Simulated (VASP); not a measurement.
# KTaO3 (Pm-3m) in VASP: reference runs

Aim: a first look at KTaO3 with PBEsol, on the cell as given and on a disturbed one.

Everything below comes from runs of VASP 6.6.1. Logs are shortened: lines on timing, memory, paths and dates and some standing lists are left out, and cuts for length are marked.

**1. The crystal as given**

It takes space group Pm-3m (No. 221, cubic). Conventional cell: a = 3.988 Å, b = 3.988 Å, c = 3.988 Å, α = 90.00°, β = 90.00°, γ = 90.00°. Ta (site symmetry m-3m) has 6 O at 1.99 Å as nearest neighbours. K (site symmetry m-3m) has 12 O at 2.82 Å as nearest neighbours. O (site symmetry 4/mmm) is surrounded by 2 Ta at 1.99 Å.

**2. Single point, PBEsol**

INCAR reads:

```
PREC = Accurate ; ENCUT = 520
EDIFF = 1E-7 ; ISMEAR = -1
SIGMA = 0.05 ; LREAL = False
LASPH = True ; NELM = 60
ALGO = Normal ; ISIF = 2
LWAVE = False ; LCHARG = True
GGA = PS ; LVHAR = True
NBANDS = 27 ; KPAR = 2
```

KPOINTS reads:

```
Automatic mesh
0
Gamma
  7 7 7
```

POSCAR reads:

```
KTaO3
1.0
    3.9883000000      0.0000000000      0.0000000000
    0.0000000000      3.9883000000      0.0000000000
    0.0000000000      0.0000000000      3.9883000000
Ta K O
1 1 3
Direct
    0.0000000000      0.0000000000      0.0000000000
    0.5000000000      0.5000000000      0.5000000000
    0.0000000000      0.0000000000      0.5000000000
    0.0000000000      0.5000000000      0.0000000000
    0.5000000000      0.0000000000      0.0000000000
```

Potentials or basis: VASP PAW PBE potentials, release 64 (Ta_pv, K_sv, O).

Run with:

```console
cat potpaw_PBE.64/Ta_pv/POTCAR potpaw_PBE.64/K_sv/POTCAR potpaw_PBE.64/O/POTCAR > POTCAR
mpirun -np 2 vasp_std > vasp.out
```

OUTCAR:

```text
PREC = Accurate
   ENCUT = 520
   EDIFF = 1E-7
   ISMEAR = -1
   LREAL = False
   LASPH = True
   NELM = 60
   ISIF = 2
   GGA = PS

 ion  position               nearest neighbor table
   1  0.000  0.000  0.000-   3 1.99   4 1.99   5 1.99   3 1.99   4 1.99   5 1.99   2 3.45   2 3.45
                             2 3.45   2 3.45   2 3.45   2 3.45   2 3.45   2 3.45
   2  0.500  0.500  0.500-   3 2.82   4 2.82   5 2.82   4 2.82   5 2.82   3 2.82   5 2.82   5 2.82
                             3 2.82   4 2.82   4 2.82   3 2.82   1 3.45   1 3.45   1 3.45   1 3.45
   3  0.000  0.000  0.500-   1 1.99   1 1.99   2 2.82   2 2.82   2 2.82   2 2.82
   4  0.000  0.500  0.000-   1 1.99   1 1.99   2 2.82   2 2.82   2 2.82   2 2.82
   5  0.500  0.000  0.000-   1 1.99   1 1.99   2 2.82   2 2.82   2 2.82   2 2.82

  LATTYP: Found a simple cubic cell.
 ALAT       =     3.9883000000

  Lattice vectors:

 A1 = (   3.9883000000,   0.0000000000,   0.0000000000)
 A2 = (   0.0000000000,   3.9883000000,   0.0000000000)
 A3 = (   0.0000000000,   0.0000000000,   3.9883000000)

Analysis of symmetry for initial positions (statically):
=====================================================================
 Subroutine PRICEL returns:
 Original cell was already a primitive cell.

 Routine SETGRP: Setting up the symmetry group for a
 simple cubic supercell.

 Subroutine GETGRP returns: Found 48 space group operations
 (whereof 48 operations were pure point group operations)
 out of a pool of 48 trial point group operations.

The static configuration has the point symmetry O_h .

Analysis of symmetry for dynamics (positions and initial velocities):
=====================================================================
 Subroutine PRICEL returns:
 Original cell was already a primitive cell.

 Routine SETGRP: Setting up the symmetry group for a
 simple cubic supercell.

 Subroutine GETGRP returns: Found 48 space group operations
 (whereof 48 operations were pure point group operations)
 out of a pool of 48 trial point group operations.

The dynamic configuration has the point symmetry O_h .

 Subroutine INISYM returns: Found 48 space group operations
 (whereof 48 operations are pure point group operations),
 and found     1 'primitive' translations

----------------------------------------------------------------------------------------

                                     Primitive cell

  volume of cell :      63.4400

  direct lattice vectors                    reciprocal lattice vectors
     3.988300000  0.000000000  0.000000000     0.250733395  0.000000000  0.000000000
     0.000000000  3.988300000  0.000000000     0.000000000  0.250733395  0.000000000
     0.000000000  0.000000000  3.988300000     0.000000000  0.000000000  0.250733395

  length of vectors
     3.988300000  3.988300000  3.988300000     0.250733395  0.250733395  0.250733395

  position of ions in fractional coordinates (direct lattice)
     0.000000000  0.000000000  0.000000000
     0.500000000  0.500000000  0.500000000
     0.000000000  0.000000000  0.500000000
     0.000000000  0.500000000  0.000000000
     0.500000000  0.000000000  0.000000000

  ion indices of the primitive-cell ions
   primitive index   ion index
                 1           1
                 2           2
                 3           3
                 4           4
                 5           5

----------------------------------------------------------------------------------------

 KPOINTS: Automatic mesh

Automatic generation of k-mesh.
 Grid dimensions read from file:
 generate k-points for:    7    7    7

 Generating k-lattice:

  Cartesian coordinates                     Fractional coordinates (reciprocal lattice)
     0.035819056  0.000000000  0.000000000     0.142857143  0.000000000  0.000000000
     0.000000000  0.035819056  0.000000000     0.000000000  0.142857143  0.000000000
     0.000000000  0.000000000  0.035819056     0.000000000  0.000000000  0.142857143

  Length of vectors
     0.035819056  0.035819056  0.035819056

  Shift w.r.t. Gamma in fractional coordinates (k-lattice)
     0.000000000  0.000000000  0.000000000

 Subroutine IBZKPT returns following result:
 ===========================================

 Found     20 irreducible k-points:

 Following reciprocal coordinates:
            Coordinates               Weight
  0.000000  0.000000  0.000000      1.000000
  0.142857  0.000000  0.000000      6.000000
  0.285714  0.000000  0.000000      6.000000
  0.428571  0.000000  0.000000      6.000000
  0.142857  0.142857  0.000000     12.000000
  0.285714  0.142857  0.000000     24.000000
[... 12 lines left out ...]
  0.428571  0.428571  0.285714     24.000000
  0.428571  0.428571  0.428571      8.000000
   k-points           NKPTS =     20   k-points in BZ     NKDIM =     20   number of bands    NBANDS=     27
   number of dos      NEDOS =    301   number of ions     NIONS =      5
   total plane-waves  NPLWV =  27000
   dimension x,y,z NGX =    30 NGY =   30 NGZ =   30
   dimension x,y,z NGXF=    60 NGYF=   60 NGZF=   60
   ions per type =               1   1   3
   NGX,Y,Z   is equivalent  to a cutoff of  12.51, 12.51, 12.51 a.u.
   NGXF,Y,Z  is equivalent  to a cutoff of  25.01, 25.01, 25.01 a.u.
 SYSTEM =  unknown system
   PREC   = accura    normal or accurate (medium, high low for compatibility)
   ISTART =      0    job   : 0-new  1-cont  2-samecut
   ICHARG =      2    charge: 1-file 2-atom 10-const
   ISPIN  =      1    spin polarized calculation?
   LNONCOLLINEAR =      F non collinear calculations
   LSORBIT =      F    spin-orbit coupling
   LASPH  =      T    aspherical Exc in radial PAW
   ENCUT  =  520.0 eV  38.22 Ry    6.18 a.u.   7.42  7.42  7.42*2*pi/ulx,y,z
   NELM   =     60;   NELMIN=  2; NELMDL= -5     # of ELM steps
   EDIFF  = 0.1E-06   stopping-criterion for ELM
   LREAL  =      F    real-space projection
   EDIFFG = 0.1E-05   stopping-criterion for IOM
   NSW    =      0    number of steps for IOM
   IBRION =     -1    ionic relax: 0-MD 1-quasi-New 2-CG
   NFREE  =      0    steps in history (QN), initial steepest desc. (CG)
   ISIF   =      2    stress and relaxation
   ISYM   =      2    0-nonsym 1-usesym 2-fastsym
   POTIM  = 0.5000    time-step for ionic-motion
   TEBEG  =    0.0;   TEEND  =   0.0 temperature during run
   PSTRESS=    0.0 pullay stress
   NELECT =      38.0000    total number of electrons
   NUPDOWN=      -1.0000    fix difference up-down
   EMIN   =  10.00;   EMAX   =-10.00  energy-range for DOS
   EFERMI =   0.00;   METHOD = LEGACY
   ISMEAR =    -1;   SIGMA  =   0.05  broadening in eV -4-tet -1-fermi 0-gaus
   EFERMI_NEDOS =   21; number of points for ismear=-14 and -15
   IALGO  =     38    algorithm
   IMIX   =      4    mixing-type and parameters
     AMIX     =   0.40;   BMIX     =  1.00
     AMIX_MAG =   1.60;   BMIX_MAG =  1.00
  volume/ion in A,a.u.               =      12.69        85.62
  Fermi-wavevector in a.u.,A,eV,Ry     =   1.380008  2.607837 25.911228  1.904422
  Thomas-Fermi vector in A             =   2.504925
   LORBIT       =      0    0 simple, 1 ext, 2 COOP (PROOUT), +10 PAW based schemes
   GGA     = PS    functional components
   LHFCALC =     F    Hartree Fock is set to
   AEXX    =    0.0000 exact exchange contribution
   IVDW    =     0    specifies the selected vdW correction
   LEPSILON=     F    determine dielectric tensor
   LRPA    =     F    only Hartree local field effects (RPA)
 non-spin polarized calculation
  energy-cutoff  :      520.00
  volume of cell :       63.44
 maximum number of plane-waves:      1743
 NGX is ok and might be reduce to    30
   NGX = 15   NGY = 15   NGZ = 15

 number of electron      37.9999976 magnetization

 Free energy of the ion-electron system (eV)
  ---------------------------------------------------
  ext. energy  EPLUGINS =         0.00000000
  ---------------------------------------------------
  free energy    TOTEN  =       -42.92098925 eV

  energy without entropy =      -42.92098925  energy(sigma->0) =      -42.92098925

 E-fermi :   2.7425     XC(G=0): -11.1394

 val. band max:        1.6036666717   @ k =   0.4286   0.4286   0.4286
 cond. band min:       3.7476098861   @ k =   0.0000   0.0000   0.0000
 fundamental gap:      2.1439432144
 Fermi energy:         2.7424564460

 k-point     1 :       0.0000    0.0000    0.0000
  band No.  band energies     occupation
      1     -32.4012      2.00000
      2     -32.4012      2.00000
      3     -32.4012      2.00000
      4     -25.4554      2.00000
      5     -15.8221      2.00000
      6     -15.0950      2.00000
[... 19 lines left out ...]
     26       9.5736      0.00000
     27       9.5736      0.00000

 k-point     2 :       0.1429    0.0000    0.0000
  band No.  band energies     occupation
      1     -32.4186      2.00000
      2     -32.4006      2.00000
      3     -32.4006      2.00000
      4     -25.4498      2.00000
      5     -15.7656      2.00000
      6     -15.0903      2.00000
[... 19 lines left out ...]
     26       9.8345      0.00000
     27       9.8922      0.00000

 k-point     3 :       0.2857    0.0000    0.0000
  band No.  band energies     occupation
      1     -32.4573      2.00000
      2     -32.3991      2.00000
      3     -32.3991      2.00000
      4     -25.4373      2.00000
      5     -15.7139      2.00000
      6     -15.0802      2.00000
[... 19 lines left out ...]
     26      10.4507      0.00000
     27      11.1054      0.00000

 k-point     4 :       0.4286    0.0000    0.0000
  band No.  band energies     occupation
      1     -32.4879      2.00000
      2     -32.3978      2.00000
      3     -32.3978      2.00000
      4     -25.4273      2.00000
      5     -15.7147      2.00000
      6     -15.0718      2.00000
[... 19 lines left out ...]
     26      10.9822      0.00000
     27      12.0979      0.00000
[... 396 lines left out ...]
      4     -25.4079      2.00000
      5     -14.8406      2.00000
      6     -14.5427      2.00000
[... 19 lines left out ...]
     26      12.2914      0.00000
     27      12.4873      0.00000

 k-point    19 :       0.4286    0.4286    0.2857
  band No.  band energies     occupation
      1     -32.4811      2.00000
      2     -32.4810      2.00000
      3     -32.4496      2.00000
      4     -25.4024      2.00000
      5     -14.6794      2.00000
      6     -14.2588      2.00000
[... 19 lines left out ...]
     26      12.7714      0.00000
     27      12.7815      0.00000

 k-point    20 :       0.4286    0.4286    0.4286
  band No.  band energies     occupation
      1     -32.4798      2.00000
      2     -32.4796      2.00000
      3     -32.4796      2.00000
      4     -25.3969      2.00000
      5     -14.2687      2.00000
      6     -14.2067      2.00000
[... 19 lines left out ...]
     26      12.5398      0.00000
     27      13.6234      0.00000

------------------------ aborting loop because EDIFF is reached ----------------------------------------

  FORCE on cell =-STRESS in cart. coord.  units (eV):
  Direction    XX          YY          ZZ          XY          YZ          ZX
  --------------------------------------------------------------------------------------
  -------------------------------------------------------------------------------------
  Total        0.1090116      0.1090116      0.1090116      0.0000000      0.0000000     -0.0000000
  in kB        2.7530866      2.7530866      2.7530866      0.0000000      0.0000000     -0.0000000
  external PRESSURE =       2.7530866 kB  Pullay stress =       0.0000000 kB

 VOLUME and BASIS-vectors are now :
 -----------------------------------------------------------------------------
  energy-cutoff  :      520.00
  volume of cell :       63.44
      direct lattice vectors                 reciprocal lattice vectors
     3.988300000  0.000000000  0.000000000     0.250733395  0.000000000  0.000000000
     0.000000000  3.988300000  0.000000000     0.000000000  0.250733395  0.000000000
     0.000000000  0.000000000  3.988300000     0.000000000  0.000000000  0.250733395

 POSITION                                       TOTAL-FORCE (eV/Angst)
 -----------------------------------------------------------------------------------
      0.00000      0.00000      0.00000         0.000000      0.000000      0.000000
      1.99415      1.99415      1.99415         0.000000      0.000000      0.000000
      0.00000      0.00000      1.99415         0.000000      0.000000      0.000000
      0.00000      1.99415      0.00000         0.000000      0.000000      0.000000
      1.99415      0.00000      0.00000         0.000000      0.000000      0.000000
 -----------------------------------------------------------------------------------
    total drift:                                0.000000     -0.000000      0.000000

  FREE ENERGIE OF THE ION-ELECTRON SYSTEM (eV)
  ---------------------------------------------------
  free  energy   TOTEN  =       -42.9209892497 eV

  energy  without entropy=      -42.9209892495  energy(sigma->0) =      -42.92098925
```

It took 27 s on 2 MPI ranks of AMD EPYC 7R43 (Zen 3), shared host; peak memory 0.14 GiB.

Results:

- Free energy: -42.9210 eV
- Pressure: 0.3 GPa
- Band gap on the k mesh: 2.14 eV, indirect (least direct gap 2.71 eV)

Levels at points of the mesh, in eV from the valence-band top:
| k point | band 17 | band 18 | band 19 | band 20 | band 21 | band 22 |
| --- | --- | --- | --- | --- | --- | --- |
| (0.00, 0.00, 0.00) | -0.56 | -0.56 | -0.56 | 2.14 | 2.14 | 2.14 |

Caveat: the PAW data sets were made with another functional, which shifts forces and pressure a little; spin-orbit coupling is left out, which moves the levels of the heavy elements; an odd mesh through Γ misses points on the zone boundary, where band edges often lie.

**3. Single point, PBEsol (atoms moved at random, drawn with an rms of 0.05 Å)**

INCAR is that of step 2.

KPOINTS is that of step 2.

POSCAR reads:

```
KTaO3
1.0
    3.9883000000      0.0000000000      0.0000000000
    0.0000000000      3.9883000000      0.0000000000
    0.0000000000      0.0000000000      3.9883000000
Ta K O
1 1 3
Direct
   -0.0087940000      0.0063740000     -0.0131730000
    0.5086730000      0.4977750000      0.5225520000
   -0.0034950000      0.0010270000      0.4899110000
    0.0004730000      0.5042430000      0.0017690000
    0.4954080000      0.0073200000     -0.0041280000
```

Potentials or basis: VASP PAW PBE potentials, release 64 (Ta_pv, K_sv, O).

Run with:

```console
cat potpaw_PBE.64/Ta_pv/POTCAR potpaw_PBE.64/K_sv/POTCAR potpaw_PBE.64/O/POTCAR > POTCAR
mpirun -np 2 vasp_std > vasp.out
```

Wall time 3 min (2 MPI ranks of AMD EPYC 7R43 (Zen 3), shared host); peak memory 0.34 GiB.

The run converged. Its results:

```
Free energy            : -42.8703 eV
Pressure               : 0.5 GPa
Largest force          : 0.576 eV/Å
Band gap on the k mesh : 2.15 eV, indirect (least direct gap 2.72 eV)
```

Forces on the atoms (eV/Å):
```
Ta   0.163 -0.084  0.313
K   -0.239  0.126 -0.509
O   -0.007  0.036  0.450
O   -0.066 -0.014 -0.174
O    0.148 -0.065 -0.080
```

Stress tensor (GPa, compression positive):
```
 0.56 -0.06  0.23
-0.06  0.45 -0.18
 0.23 -0.18  0.37
```

Levels at points of the mesh, in eV from the valence-band top:
```csv
k point,band 17,band 18,band 19,band 20,band 21,band 22
"(0.00, 0.00, 0.00)",-0.60,-0.58,-0.57,2.15,2.18,2.21
```

Caveat: the PAW data sets were made with another functional, which shifts forces and pressure a little; spin-orbit coupling is left out, which moves the levels of the heavy elements; an odd mesh through Γ misses points on the zone boundary, where band edges often lie.
